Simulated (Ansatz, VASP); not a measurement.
RbBr in VASP and in Ansatz

```
Rb Br
1.0
    -0.05572    3.46083    3.46083
     3.46083   -0.05572    3.46083
     3.40511    3.40511    0.00000
Rb Br
1 1
Cartesian
  0.0000 0.0000 0.0000
  3.4051 3.4051 3.4608
```

Change from the starting cell: shear_xy strain -3.2%.

Alike in both runs: task single point; functional PBE; k mesh 6 × 6 × 6; occupations fermi-dirac, width 0.02 eV; no spin polarisation.

|  | VASP | Ansatz |
| --- | --- | --- |
| version | VASP 6.6.1 | Ansatz 0.2.0 |
| potentials or method | VASP PAW PBE potentials, release 64 (Rb_sv, Br) | plane waves, PAW |
| plane-wave cutoff (eV) | 520 | 420 |
| valence electrons in the cell | 16 | 16 |

|  | VASP | Ansatz | Ansatz less VASP |
| --- | --- | --- | --- |
| gap on the k mesh at the Fermi level (eV) | 4.26 | 4.26 | +0.002 |
| pressure (GPa) | 0.6 | 0.5 | -0.02 |
| largest component of the traceless stress (GPa) | 0.13 | 0.13 | +0.001 |

With one functional, cell and mesh, what is left measures potentials, basis and numerics.
